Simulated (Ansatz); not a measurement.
# ZnS (F-43m) in Ansatz: reference runs

How does ZnS come out in PBEsol? The cell is run as given.

Program: Ansatz 0.2.0. These are calculated values, not measurements. Logs are shortened: lines on timing, memory, paths and dates and some standing lists are left out, and cuts for length are marked.

**The experiment to reproduce.**

From “Electronic, vibrational, and thermodynamic properties of ZnS (zincblende and rocksalt structure)”, 2009, arxiv:0911.5022, for a bulk crystal of ZnS: band gap 3.85 eV (direct) at 19 K; bulk modulus 76.9 GPa.

The results are compared with them further down.

## (1) The structure

It takes space group F-43m (No. 216, cubic). Conventional cell: a = 5.404 Å, b = 5.404 Å, c = 5.404 Å, α = 90.00°, β = 90.00°, γ = 90.00°. Zn (site symmetry -43m) is surrounded by 4 S at 2.34 Å. Around S (site symmetry -43m) lie 4 Zn at 2.34 Å.

## (2) Single point, PBEsol

The input, input.yaml:

```yaml
crystal:
  lattice:
    - [0.0, 2.702, 2.702]
    - [2.702, 0.0, 2.702]
    - [2.702, 2.702, 0.0]
  atoms:
    - { symbol: Zn, position: [0.75, 0.75, 0.75] }
    - { symbol: S, position: [0.0, 0.0, 0.0] }
kpoints:
  mp_grid: { grid: [9, 9, 9] }
scf:
  occupations: { method: fermi_dirac, width: 0.05 }
hamiltonian:
  xc: pbesol
  pseudopotentials: { kind: all_electron, lapw: { basis_error: 0.001 } }
output:
  forces: true
  stress: true
  eigenvalues: true
  populations: true
```

Potentials or basis: all-electron LAPW, scalar-relativistic.

The run is started by

```sh
$ ansatz run input.yaml --threads 1 --pin off --max-ram 3072MiB --backend cpu --events-out ev --progress --plain --runs-dir out
```

Output:

```text
Warning: RAYON_NUM_THREADS=1 ignored (pool sized by the plan → 1); use --threads N
Zn: projections on atomic orbitals take those of the free atom 1s2 2s2 2p6 3s2 3p6 3d10 4s2, of charge +0.00 (hamiltonian.pseudopotentials.projection_atoms)
S: projections on atomic orbitals take those of the free atom 1s2 2s2 2p6 3s2 3p4, of charge +0.00 (hamiltonian.pseudopotentials.projection_atoms)
LAPW: plane waves up to 8.583 Å⁻¹, error target 1.0e-3 eV per atom; small_component_spin mean_spin; S in spheres of 1.039 Å, 14 of its electrons in bands, Dirac shells []; Zn in spheres of 1.301 Å, 20 of its electrons in bands, Dirac shells [] (how accurate: hamiltonian.pseudopotentials.lapw.basis_error, Limitations)
Engine: ansatz 0.2.0, aarch64-unknown-linux-gnu
Pseudopotentials: kind: all_electron
Pseudopotential: Zn, LAPW, valence charge 20, lapw/all_electron/scalar/gaussian/Zn, Koelling and Harmon's equation, gaussian nucleus
Pseudopotential: S, LAPW, valence charge 14, lapw/all_electron/scalar/gaussian/S, Koelling and Harmon's equation, gaussian nucleus
Functional definition: PBEsol
  exchange = pbesol_x
  correlation = pbesol_c
Crystal: 2 atoms, lattice volume = 39.454 Å³
Basis set: ecut = 280.6478542855815 eV, 411 PW (Γ), exchange–correlation at level 2
Bands: 21, of which v1, the nominal top of the filled ones, is band 17 counted from 1 (16 counted from 0)
Symmetry: 24 space group operations
Space group: F-43m (ITA 216), of the structure as read, at distance tolerance 3.4e-5 Å
k-points: 35 of 729 (time reversal used)
Non-local potential: Zn, projectors of the file, none
Non-local potential: S, projectors of the file, none
Initial density: superposition of atomic densities (chi_scale 0.1, normalization cell, long waves kept (reshape's long-wave potential 0.00 eV rms))
Initial wavefunctions: plane waves of lowest kinetic energy (no species holds an atomic orbital)
Functional: x = pbesol(κ = 0.804, μ = 0.12345679012345678), c = pbesol(β = 0.046)
iter 1 solved again at ethr=2.71e-3 eV; its pass at ethr=1.00e-1 eV (dr2=9.23e-1 eV) is discarded
SCF iter   1: F=—  HF=-59682.482076 eV  |F-HF|=—  |Δ(HF+E_count)|=         —  Δρ=3.83e-2  dr2=9.25e-1  ethr=2.71e-3  ⟨swp⟩=2.0  Hψ=5000  notcnv=0
preconditioner: auto → none  [insulator: Δε(μ)=2.244 eV  Ē_g=11.525 eV  σ=0.050 eV  W_gap=1.00  n_scr=14 (ndim 8)  ℏωp=25.1 eV  f_vac=0.117  D(μ)=0.00/eV (n_scr^D=0)  ε∞_Penn≈5.7]
iter 2 solved again at ethr=1.47e-4 eV; its pass at ethr=2.71e-3 eV (dr2=5.00e-2 eV) is discarded
SCF iter   2: F=—  HF=-59682.178809 eV  |F-HF|=—  |Δ(HF+E_count)|=   3.03e-1  Δρ=1.31e-2  dr2=5.00e-2  ethr=1.47e-4  ⟨swp⟩=2.0  Hψ=3862  notcnv=0
SCF iter   3: F=—  HF=-59682.074451 eV  |F-HF|=—  |Δ(HF+E_count)|=   1.04e-1  Δρ=7.51e-3  dr2=1.47e-2  ethr=1.47e-4  ⟨swp⟩=3.0  Hψ=2274  notcnv=0
SCF iter   4: F=—  HF=-59682.065750 eV  |F-HF|=—  |Δ(HF+E_count)|=         —  Δρ=3.47e-3  dr2=3.16e-3  ethr=4.31e-5  ⟨swp⟩=2.0  Hψ=2018  notcnv=0
the basis was enlarged: its passes take 145.8 KiB over the memory plan, 1 of 1 planned eigensolver slots
SCF iter   5: F=—  HF=-59682.065296 eV  |F-HF|=—  |Δ(HF+E_count)|=   4.54e-4  Δρ=5.35e-4  dr2=7.01e-5  ethr=9.30e-6  ⟨swp⟩=2.0  Hψ=2018  notcnv=0
SCF iter   6: F=—  HF=-59682.065313 eV  |F-HF|=—  |Δ(HF+E_count)|=   1.65e-5  Δρ=5.48e-5  dr2=7.22e-7  ethr=2.06e-7  ⟨swp⟩=2.0  Hψ=2018  notcnv=0
SCF iter   7: F=-59682.065314 eV  HF=-59682.065314 eV  |F-HF|=1.06e-8  |Δ(HF+E_count)|=   9.40e-7  Δρ=3.82e-6  dr2=5.36e-9  ethr=2.12e-9  ⟨swp⟩=3.0  Hψ=2130  notcnv=0
SCF 1 converged in 7 iterations: F = -59682.065314 eV  dr2 = 5.36e-9
SCF converged after 7 iterations
Free energy (F): -59682.065314 eV
Harris-Foulkes:  -59682.065314 eV  (|F-HF|=1.06e-8)
Internal energy: -59682.065314 eV  (E = F + TS)
E sigma→0 (E₀):  -59682.065314 eV
Fermi energy:    8.241435 eV
--- Per-component energies (eV) ---
  E_band       = -1881.459583
  E_kinetic    = 60618.930143
  E_xc         = -2592.026217
  E_electrostatic = -117708.969240  (all electrons and nuclei)
  E_smearing   = -0.000000  (= −TS)
  E_closure    = 0.000000  (closes the sum)
  E_atoms      = -59674.495613  (free atoms, spherical and without spin; not in F)
  Σ components = -59682.065314   (vs F -59682.065314, Δ=0.00e0)
  Basis errors (estimates in eV, not in F): energy 4.5e-4 per atom: plane waves 4.1e-4 (2.5e-4 summed), levels above the bands 1.2e-68, relativity 1.5e-8, radial functions 3.9e-5, core shells 1.9e-11; eigenvalues (radial functions only) 1.2e-6; not estimated: angular momenta, meshes, grids; target (lapw.basis_error) 1.0e-3; muffin-tin radii S 1.039 Å, Zn 1.301 Å
--- Forces (eV/Å), atoms counted from 1 ---
  atom   1  Zn    -0.00000000     0.00000000     0.00000000
  atom   2  S      0.00000000    -0.00000000    -0.00000000
  max |Σ_I F_I| component: 1.85e-17 eV/Å
--- Stress (GPa, compression-positive) ---
       -1.965048      -0.000000       0.000000
       -0.000000      -1.965048       0.000000
        0.000000       0.000000      -1.965048
  P = ⅓ Tr σ = -1.9650 GPa (-19.650 kbar)
--- Band table (eV; the first three rows and the last of 35) ---
  k-point 0: bands = ["-197.0802", "-142.1337", "-142.1337", "-142.1337", "-117.3405", "-71.6707", "-71.6707", "-71.6707", "-5.9378", "0.8409", "0.8409", "0.8409", "1.3397", "1.3397", "7.2134", "7.2134", "7.2134", "9.1893", "13.4903", "13.4903", "13.4903"]
  k-point 1: bands = ["-197.0802", "-142.1337", "-142.1337", "-142.1337", "-117.3405", "-71.6707", "-71.6707", "-71.6707", "-5.8435", "0.8400", "0.8578", "0.8578", "1.3382", "1.3382", "6.2560", "7.0931", "7.0931", "9.9160", "13.3870", "13.6975", "13.6975"]
  k-point 2: bands = ["-197.0802", "-142.1337", "-142.1337", "-142.1337", "-117.3405", "-71.6707", "-71.6707", "-71.6707", "-5.5886", "0.8653", "0.8975", "0.8975", "1.3392", "1.3392", "4.7201", "6.8150", "6.8150", "10.5362", "13.7687", "14.0604", "14.0604"]
  k-point 34: bands = ["-197.0802", "-142.1337", "-142.1337", "-142.1337", "-117.3405", "-71.6708", "-71.6708", "-71.6707", "-4.6943", "0.9665", "1.1016", "1.2632", "1.3260", "1.6923", "2.6154", "4.2714", "4.8040", "12.6536", "13.0557", "14.5574", "16.0760"]
--- Löwdin populations: 2 sites ---
  site symbol       q [e]
     0     Zn     28.7343
     1      S     17.0459
  spilling = 0.004777 (of n_electrons = 46.000000)
```

Wall time 13 s (1 thread of Arm Neoverse V2, shared host); peak memory 0.27 GiB.

What came out:

* Free energy: -59682.0653 eV
* Pressure: -2.0 GPa
* Band gap on the k mesh: 1.98 eV, direct
* Loewdin charges: Zn +1.27; S -1.05 e

Caveat: the atomic charges don't sum to the cell's charge.

## (3) Equation of state, PBEsol

Potentials or basis: all-electron LAPW, scalar-relativistic.

This step only gathers the single runs of the series.

Results:

```yaml
Equilibrium_volume: 19.21 Å³/atom
Bulk_modulus: 79 GPa
Pressure_derivative_of_the_bulk_modulus: 4.5
```

Energy against volume, from the lowest point:
```
volume (Å³/atom)  energy (meV/atom)
          18.543               5.91
          18.938               0.80
          19.332               0.00
          19.727               3.06
          20.121               9.57
          20.516              19.16
          20.910              31.51
```

## (4) Against experiment

Step 2. A measured gap of ZnS is 3.85 eV (direct; 19 K; quoted in “Electronic, vibrational, and thermodynamic properties of ZnS (zincblende and rocksalt structure)”, 2009, arxiv:0911.5022); the calculated 1.98 eV misses it by -1.87 eV. The value is that of PBEsol, without temperature or zero-point motion. Semilocal functionals fall short of measured gaps as a rule.

Step 3. Measured bulk modulus of ZnS: 76.9 GPa (quoted in “Electronic, vibrational, and thermodynamic properties of ZnS (zincblende and rocksalt structure)”, 2009, arxiv:0911.5022). This calculation gives 79 GPa (+2.6 %). The fit is for a static lattice scaled at fixed shape and fixed fractional positions.
